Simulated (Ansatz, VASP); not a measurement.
**One calculation of Ga, two programs**

File INCAR:

```
PREC = Accurate
ENCUT = 520
EDIFF = 1E-7
ISMEAR = -1
SIGMA = 0.05
LREAL = F
LASPH = T
NELM = 80
ALGO = Fast
ISIF = 2
LWAVE = F
LCHARG = F
GGA = PE
NBANDS = 20
```

KPOINTS

```
regular mesh
0
Gamma
  7 7 10
```

POSCAR

```
Ga
1.0
    4.5367366650      0.0000000000      0.0000000000
   -2.2683734306      3.9289352654      0.0000000000
    0.0000000000      0.0000000000      2.8194333766
Ga
2
Direct
    0.3333300000      0.6666700000      0.5000000000
    0.6666700000      0.3333300000      0.5000000000
```

The input input.yaml:

```yaml
crystal:
  lattice:
    - [4.536736665, 0.0, 0.0]
    - [-2.2683734306, 3.9289352654, 0.0]
    - [0.0, 0.0, 2.8194333766]
  atoms:
    - { symbol: Ga, position: [0.33333, 0.66667, 0.5] }
    - { symbol: Ga, position: [0.66667, 0.33333, 0.5] }
hamiltonian:
  xc: pbe
  pseudopotentials: { kind: paw }
kpoints:
  mp_grid: { grid: [7, 7, 10] }
scf:
  occupations: { method: fermi_dirac, width: 0.05 }
output:
  forces: true
  stress: true
  eigenvalues: true
```

The cell was built by a generator and needn't be a form met in nature.

Alike in both runs: task single point; functional PBE; k mesh 7 × 7 × 10; occupations fermi-dirac, width 0.05 eV; no spin polarisation.

|  | VASP | Ansatz |
| --- | --- | --- |
| version | VASP 6.6.1 | Ansatz 0.2.0 |
| potentials or method | VASP PAW PBE potentials, release 64 (Ga_d) | Ansatz PAW |
| plane-wave cutoff (eV) | 520 | 420 |
| valence electrons in the cell | 26 | 26 |

VASP gave:

- gap on the k mesh at the Fermi level (eV): none
- pressure (GPa): -1.8
- largest component of the traceless stress (GPa): 1.06

**Question.** What did Ansatz give for the same quantities?

**Answer.** gap on the k mesh at the Fermi level (eV): none; pressure (GPa): -1.9; largest component of the traceless stress (GPa): 1.04.

A gap of «none» marks a metal or a gap that the smearing closes. The functional is the same, so the differences come from potentials, cutoffs and numerics.
